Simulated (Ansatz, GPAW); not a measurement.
**One calculation of FeO, 3 ways**

```
Fe O
1.0
     0.00000    2.15540    2.15540
     2.15540    0.00000    2.15540
     2.15540    2.15540    0.00000
Fe O
1 1
Direct
  0.00000 0.00000 0.00000
  0.50000 0.50000 0.50000
```

Alike in all runs: task single point; functional PBE; k mesh 11 × 11 × 11; occupations gaussian, width 0.024 eV; collinear spin, ferromagnetic start; no spin-orbit coupling. The measured crystal is an antiferromagnetic insulator; the state found here is the runs' own. Pressure is positive in compression and, in plane waves, holds the error of the finite cutoff, which Ansatz's Pulay term estimates and takes out.

| program and potentials | plane-wave cutoff (eV) | notes | pressure (GPa) | net moment per atom (μB) |
| --- | --- | --- | --- | --- |
| Ansatz, Ansatz PAW | 420 | 11 valence electrons an atom on average; Pulay term of +0.65 GPa included | -0.27 | 2.00 |
| Ansatz, all-electron LAPW, scalar-relativistic | - | - | ? | ? |
| GPAW, GPAW PAW data sets (gpaw-data 1.2.1) | 800 | 7 valence electrons an atom on average | 0.76 | 2.00 |

Question: Estimate from the other rows what the run with Ansatz, all-electron LAPW, scalar-relativistic gave.

Answer: Pressure -0.36 GPa; net moment per atom 2.00 μB. The other rows, which needn't bracket it: pressure -0.27 to 0.76; net moment per atom 2.00.
